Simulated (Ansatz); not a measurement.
A run of Ansatz 0.2.0:

The input input.yaml:

```yaml
crystal:
  lattice:
    - [3.811, 0.0, 0.0]
    - [-1.9055, 3.3004228138, 0.0]
    - [0.0, 0.0, 6.136]
  atoms:
    - { symbol: Sn, position: [0.0, 0.0, 0.0], spin: 0.5 }
    - { symbol: Se, position: [0.6666666667, 0.3333333333, 0.751] }
    - { symbol: Se, position: [0.3333333333, 0.6666666667, 0.249] }
kpoints:
  mp_grid: { grid: [8, 8, 5] }
scf:
  occupations: { method: gaussian, width: 0.05 }
  lower_state_search: "off"
hamiltonian:
  xc: { exchange: rpw86, correlation: pbe }
  pseudopotentials: { kind: all_electron, lapw: { basis_error: 0.003 } }
magnetization:
  spin_polarized: true
  spin_locking: { lock_spins: true }
output:
  forces: true
  stress: true
  eigenvalues: true
  xc_energy_on_converged_density: [blyp, pbe, lda]
```

Potentials or basis: all-electron LAPW, scalar-relativistic.

Command:

```sh
$ ansatz run input.yaml --threads 2 --pin off --max-ram 6144MiB --backend cpu --events-out ev --progress --plain --runs-dir out
```

Hardware: 2 threads of Arm Neoverse V1, on a shared host.

Question: How long does it take, and how much memory?

Answer: Wall time 53 s on 2 threads of Arm Neoverse V1, with other jobs on the host, peak memory 0.56 GiB. Counts: scf iterations 22, plane waves 603, k points 40, bands 43.
